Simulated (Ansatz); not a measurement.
# ScAl$_{3}$: opening a crack plane

ScAl$_{3}$, Pm-3m, a = 4.071 Å. The structure is a Materials Project entry; whether it is the stable form wasn't checked. Ansatz: PBEsol, PAW, 420 eV, Γ-centred 12×12×4 mesh on 12 atoms, Gaussian smearing 0.15 eV; no spin polarisation. One cut on (100) per cell of 12 atoms is opened rigidly by x, between planes of Al+Sc and Al that stand 2.04 Å apart; y is the energy per area (16.575 Å², 1 eV/Å² = 16.02 J/m²).

```
x (Å) y (J/m²)
 0.00     0.000
 0.25     0.192
 0.50         ?
 1.00     1.626
 2.00     2.702
 3.00     2.962
 6.00     3.046
```

Question: Fit the universal binding curve y = W[1 − (1 + x/l) e^(−x/l)] to the other rows, give the peak stress, and predict the missing value.

Answer: Least squares gives W = 3.06 J/m² and l = 0.558 Å. The stress dy/dx peaks at x = l with W/(e l) = 20.2 GPa, for rigid faces. At x = 0.50: x/l = 0.896, y = 0.692 J/m². The run gave 0.625 J/m², so the fit is 0.067 J/m² too high, 2.2 % of the span of the series, against an rms of 0.023 J/m² on the fitted rows. One length l has to serve both the bottom of the well and the tail, and here they ask for different ones.

Cost: 8 runs of about 12 core-minutes in all, on Arm Neoverse V1 (shared hosts).

Most of the cohesion across the cut is lost within the first 2 Å of opening, and little is left to gain beyond 3 Å. This is what short-range metallic bonding should give: the attraction comes from overlap of Al sp and Sc d states across the gap, and that overlap decays roughly exponentially as the faces part and screen themselves separately.

The miss at 0.50 Å also bears on the strength. The computed energy starts lower than the fitted curve but has nearly caught up with it by 1.00 Å, so it must climb more steeply in between. Its mean slope over that interval is already close to the fitted maximum of 20.2 GPa. The true rigid peak is therefore probably somewhat higher, and reached at a larger opening than l, though the points are too sparse to locate it.

The plateau is the combined cost of two chemically different faces, one of Al alone and one mixed, so halving it gives only an average surface energy, not that of either termination.
